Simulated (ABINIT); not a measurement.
**CdSe: single point with LDA**

CdSe:

```
Cd Se
1.0
     0.00000    3.07027    3.07027
     3.07027    0.00000    3.07027
     3.07027    3.07027    0.00000
Cd Se
1 1
Direct
  0.00000 0.00000 0.00000
  0.25000 0.25000 0.25000
```

Measurements of this composition are mostly on another form, of space group No. 186.

- Program: ABINIT 10.8.3 (patched build)
- Task: single point
- Functional: LDA
- Potentials or basis: HGH LDA
- Cutoff: 381 eV
- k mesh: 6 × 6 × 6
- Occupations: fermi-dirac, width 0.05 eV
- Spin: no spin polarisation

```
Band gap on the k mesh                                : 0.79 eV, direct
Valence electrons inside the program's atomic spheres : Cd 0.36; Se 3.22
```

Levels at points of the mesh, in eV from the valence-band top:
```tsv
k point	band 1	band 2	band 3	band 4	band 5	band 6	band 7	band 8
(0.00, 0.00, 0.00)	-12.18	0.00	0.00	0.00	0.79	6.18	6.18	6.18
(0.50, 0.00, 0.00)	-11.57	-4.01	-0.62	-0.62	2.58	6.62	6.62	7.66
(0.50, 0.50, 0.00)	-11.36	-3.83	-1.58	-1.58	3.27	3.90	9.34	10.31
```

Wall time 4.1 s on 1 thread of Intel(R) Xeon(R) Processor @ 2.70GHz, on a shared host, peak memory 0.06 GiB.

Caveat: HGH potentials are hard and often keep d shells in the core, so these values are rough. Expect the measured gap to be larger: semilocal functionals such as LDA lack the derivative discontinuity.
